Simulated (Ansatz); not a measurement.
The system is TiC.

```
Ti C
1.0
     0.00000    2.16572    2.16572
     2.16572    0.00000    2.16572
     2.16572    2.16572    0.00000
Ti C
1 1
Direct
  0.00000 0.00000 0.00000
  0.50000 0.50000 0.50000
```

The cell is a database's computed one.

| Item | Value |
| --- | --- |
| Program | Ansatz 0.2.0 |
| Task | relaxation of cell and atoms |
| Functional | BLYP |
| Dispersion | D3(BJ) |
| Potentials or basis | all-electron LAPW, scalar-relativistic |
| Basis error allowed | 0.001 eV/atom |
| k mesh | 11 × 11 × 11 |
| Occupations | fermi-dirac, width 0.05 eV |
| Spin | no spin polarisation |

At the start: volume 10.16 Å³/atom.

Question: Where does the relaxation end?

Answer: Over 5 steps the energy falls by 8.6 meV/atom and the volume is 9.83 Å³/atom (-3.2 %); space group Fm-3m (No. 225, to 0.05 Å).

Step by step:
```csv
step,energy change (eV),largest force (eV/Å),volume (Å³)
1,0.0000,0.0000,20.32
2,-0.0168,0.0000,19.74
3,-0.0171,0.0000,19.65
4,-0.0171,0.0000,19.66
5,-0.0171,0.0000,19.66
```

Final structure:
```xyz
2
Lattice="0.0000 2.1421 2.1421 2.1421 0.0000 2.1421 2.1421 2.1421 0.0000" Properties=species:S:1:pos:R:3 pbc="T T T"
Ti    0.0000    0.0000    0.0000
C     2.1421    2.1421    2.1421
```
